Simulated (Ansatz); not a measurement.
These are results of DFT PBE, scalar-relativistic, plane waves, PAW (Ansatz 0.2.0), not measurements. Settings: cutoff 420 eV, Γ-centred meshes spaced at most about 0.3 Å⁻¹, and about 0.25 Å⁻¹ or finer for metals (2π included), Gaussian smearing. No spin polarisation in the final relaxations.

These are static total energies at zero pressure.

Two forms of Al were relaxed alike.

A.

```yaml
crystal:
  lattice:
    - [-1.40194, 2.77914, 4.46601]
    - [1.40194, -2.77914, 4.46601]
    - [1.40194, 2.77914, -4.46601]
  atoms:
    - { symbol: Al, position: [0.74266, 0.00000, 0.74266] }
    - { symbol: Al, position: [0.25734, 0.00000, 0.25734] }
    - { symbol: Al, position: [0.22485, 0.72485, 0.50000] }
    - { symbol: Al, position: [0.77515, 0.27515, 0.50000] }
```

B.

```yaml
crystal:
  lattice:
    - [2.72169, 0.00000, 0.00000]
    - [0.00000, 2.72169, 0.00000]
    - [0.00000, 0.00000, 2.72169]
  atoms:
    - { symbol: Al, position: [0.50000, 0.50000, 0.50000] }
```

Problem. Which is lower in energy, and by how much?

Solution. A is lower, by 291 meV/atom. A has space group Immm (No. 71), 17.4 Å³/atom and no gap on its mesh; B has the simple cubic type, space group Pm-3m (No. 221), 20.2 Å³/atom and no gap. Counting all near atoms (those within 1.25 times the shortest distance at each site; a plus sign parts nearer from farther groups; a slash parts the counts of unlike sites), A has Al 10/8+4 and B has Al 6. The denser one is the lower, and pressure would at first widen the difference. In A, Al on a site of symmetry m2m is surrounded by 10 Al at 2.70–2.86 Å; Al on a site of symmetry mm2 is surrounded by 8 Al at 2.80–2.84 Å and 4 Al at 3.14 Å. In B, around Al lie 6 Al at 2.72 Å. Both come from invented guesses. The part of the Crystallography Open Database at hand lists Al in space groups No. 225, 229; no cell shown has one of them.

Cells relaxed within their symmetry can be saddle points.
